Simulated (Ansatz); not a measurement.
**Structure types of Rh at zero pressure (relativity switched off)**

Structure types of Rh are relaxed in primitive cells with their symmetry kept at 0 GPa, first on PAW files, then by LAPW. The enthalpy is E + pV at zero temperature, without zero-point motion. Only the types listed were tried, and differences under about 5 meV/atom are mesh noise.

Computed with Ansatz 0.2.0; functional PBE, non-relativistic. Settings: Fermi–Dirac smearing of 0.05 eV, no spin polarisation. Methods: LAPW: all electrons, basis error target 0.5 meV/atom.

k meshes: fcc 18×18×18, bcc 19×19×19, hcp 17×17×10.

**Question.** Which type is lowest in enthalpy, and by how much?

**Answer.** fcc, 27 meV/atom below hcp. The whole table:

```tsv
start type	ends as	a, b, c (Å)	V (Å³/atom)	H − H(lowest), LAPW (meV/atom)
fcc	fcc, Fm-3m	3.882, 3.882, 3.882	14.62	0.0
bcc	bcc, Im-3m	3.109, 3.109, 3.109	15.03	277.2
hcp	hcp, P6_3/mmc	2.761, 2.761, 4.445	14.68	27.5
```
